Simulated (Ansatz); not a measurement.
An input for the plane-wave PAW code Ansatz:

```yaml
crystal:
  lattice:
    - [-1.4036458714, 1.4036458714, 1.4036458714]
    - [1.4036458714, -1.4036458714, 1.4036458714]
    - [1.4036458714, 1.4036458714, -1.4036458714]
  atoms:
    - { symbol: Co, position: [0.0, 0.0, 0.0], spin: 1.99 }
basis:
  ecutwfc: 420
  ecutrho_ratio: 4
kpoints:
  mp_grid: { grid: [20, 20, 20] }
hamiltonian:
  xc: pbe
scf:
  occupations: { method: gaussian, width: 0.05 }
output:
  forces: true
  stress: true
  eigenvalues: true
  populations: true
magnetization:
  spin_polarized: true
```

At room temperature and ambient pressure Co is hcp.

Question: Predict the main results.

Answer: Pressure 0.5 GPa, gap on the mesh zero (metallic), site spin moments Co 1.81 μB (PBE, scalar-relativistic).

The output:

```
Pseudopotentials: kind: paw
Pseudopotential: Co, paw, valence charge 17, recommended cutoff 420 eV (normal), Co.paw.azcp
Crystal: 1 atoms, lattice volume = 11.062 Å³
Basis set: ecut = 420 eV, 225 PW (Γ), exchange–correlation on 36×36×36 points (8 copies of the dense FFT grid, shifted against one another)
Bands: 14, of which v1, the nominal top of the filled ones, is band 9 counted from 1 (8 counted from 0)
Symmetry: 48 space group operations
Space group: Im-3m (ITA 229), of the structure as read, at distance tolerance 2.2e-5 Å
Magnetic group: BNS 229.140 (UNI 1642), of the structure as read, at distance tolerance 2.2e-5 Å
k-points: 256 of 8000
Initial density: superposition of atomic densities (chi_scale 0.1, normalization cell)
Starting moments: Σ|m| = 1.99 μB on 1 of 1 site
Initial wavefunctions: pseudopotential atomic-orbital guess
Functional: x = pbe(κ = 0.804, μ = 0.21951), c = pbe(β = 0.06672)
```

SCF trace (energy estimate counted from the last row):
```
iteration   ΔE (eV)  density residual (eV)  M (μB)
        1     0.264                 1.24e0   1.962
        2     0.717                9.08e-2   1.904
        3     0.446                8.60e-3   1.895
        4     0.034                2.56e-2   1.774
        5     0.012                2.62e-2   1.762
        6  -8.0e-06                8.26e-5   1.740
        7  -4.0e-06                4.32e-5   1.739
        8     0.000                9.84e-9   1.739
        9     0.000                7.64e-9   1.739
       10     0.000                5.88e-9   1.739
```

```
SCF 1 converged in 10 iterations: F = -5126.063983 eV  dr2 = 5.88e-9
SCF converged after 10 iterations
Magnetization: 1.7393 μB (9.3697 up, 7.6303 down)
Absolute magnetization: 1.8838 μB (∫|ρ↑−ρ↓|, with the PAW one-centre terms)
Per-site moments (μB) at R_I (Å): [(1.80631, 1.00286)]
Free energy (F): -5126.063983 eV
E sigma→0 (E₀):  -5126.062914 eV
Entropy (-TS):   -0.002137 eV (-2.137 meV/atom)
Fermi energy:    18.634842 eV
--- Forces (eV/Å), atoms counted from 1 ---
  atom   1  Co     0.00000000     0.00000000     0.00000000
--- Stress (GPa, compression-positive) ---
        0.466279       0.000000       0.000000
        0.000000       0.466279       0.000000
        0.000000       0.000000       0.466279
  P = ⅓ Tr σ = 0.4663 GPa (4.663 kbar)
--- Löwdin populations: 1 site ---
  site symbol       q [e]    m [muB]
     0     Co     16.7615     1.8064
```

Absolute energies hang on the potentials; compare differences alone.

Site moments are of spin, integrated over atomic spheres.
